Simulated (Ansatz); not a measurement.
**BaTiO3: relaxation of cell and atoms with BLYP+D3(BJ)**

The system is BaTiO3.

```xyz
10
Lattice="-3.9998 0.0000 0.0000 0.0000 0.0000 -4.0180 0.0000 -7.9996 0.0000" Properties=species:S:1:pos:R:3 pbc="T T T"
Ba   -0.0058   -4.0605   -0.0926
Ba   -3.9940   -7.9389   -3.9254
Ti   -1.9212   -1.8863   -2.2629
Ti   -2.0786   -6.1133   -1.8998
O    -1.9751   -2.0651   -3.8813
O    -2.0247   -5.9345   -0.0081
O    -2.0303   -4.0593   -2.0063
O    -1.9695   -7.9401   -1.8911
O    -0.0609   -2.1690   -1.9624
O    -3.9389   -5.8306   -1.9350
```

| Property | Result |
| --- | --- |
| Program | Ansatz 0.2.0 |
| Task | relaxation of cell and atoms |
| Functional | BLYP |
| Dispersion | D3(BJ) |
| Potentials or basis | Ansatz PAW |
| Cutoff | 420 eV (not typed: the program's choice for these potentials) |
| k mesh | 7 × 7 × 4 |
| Occupations | fermi-dirac, width 0.05 eV |
| Spin | no spin polarisation |

The relaxed volume is 13.04 Å³/atom and the relaxed cell is a = 3.999 Å, b = 4.001 Å, c = 8.149 Å, α = 90.00°, β = 90.00°, γ = 90.08°. The space group after relaxing (to 0.05 Å) is Cmc2_1 (No. 36), the energy gained by relaxing is 179.1 meV/atom and the ionic steps are 9. The pressure after relaxing is 0.0 GPa and the band gap on the k mesh is 2.27 eV, indirect (least direct gap 2.61 eV).

The path:
```csv
step,energy change (eV),largest force (eV/Å),volume (Å³)
1,0.0000,6.8585,128.56
2,-1.4641,2.6847,132.43
3,-1.6161,0.0734,122.75
4,-1.7808,0.0626,130.03
5,-1.7826,0.0164,130.21
6,-1.7824,0.0039,130.29
7,-1.7905,0.0039,130.29
8,-1.7903,0.0013,130.41
9,-1.7907,0.0013,130.41
```

Final structure:
```
Ba Ti O
1.0
    -3.99927    0.00002    0.00262
     0.00263    0.00000   -4.00145
     0.00003   -8.14940    0.00001
Ba Ti O
2 2 6
Cartesian
  0.0082 -4.1175 0.0140
  -4.0047 -8.1921 -3.9679
  -1.9486 -2.1432 -2.0286
  -2.0480 -6.2180 -1.9253
  -2.0215 -2.0029 -3.9391
  -1.9752 -6.0776 -0.0149
  -1.9972 -3.9952 -1.9782
  -1.9995 -8.0699 -1.9758
  -0.0357 -2.0025 -1.9527
  -3.9611 -6.0772 -2.0014
```

Levels at points of the mesh, in eV from the valence-band top:
| k point | band 38 | band 39 | band 40 | band 41 | band 42 | band 43 |
| --- | --- | --- | --- | --- | --- | --- |
| (0.00, 0.00, 0.00) | -0.39 | -0.36 | -0.34 | 2.27 | 2.31 | 2.47 |
| (0.00, 0.00, -0.50) | -0.56 | -0.49 | -0.49 | 2.32 | 2.32 | 3.12 |

It took 2.8 min on 4 threads of Arm Neoverse V2 (shared host), peak memory 0.81 GiB.

Caveat: odd divisions of the mesh miss points on the zone boundary, where band edges often lie, so the gap on the mesh can be too wide; the plane-wave basis is chosen anew once the cell has moved, so the energies of steps on either side of that aren't comparable; the pressure holds a Pulay correction of +0.6 GPa for the finite cutoff; spin-orbit coupling is left out, which moves the levels of the heavy elements; the PAW data sets come from PBE, with cores solved anew for the run's functional, which leaves a small shift of forces and pressure. Zero-point motion and thermal expansion aren't in these numbers.
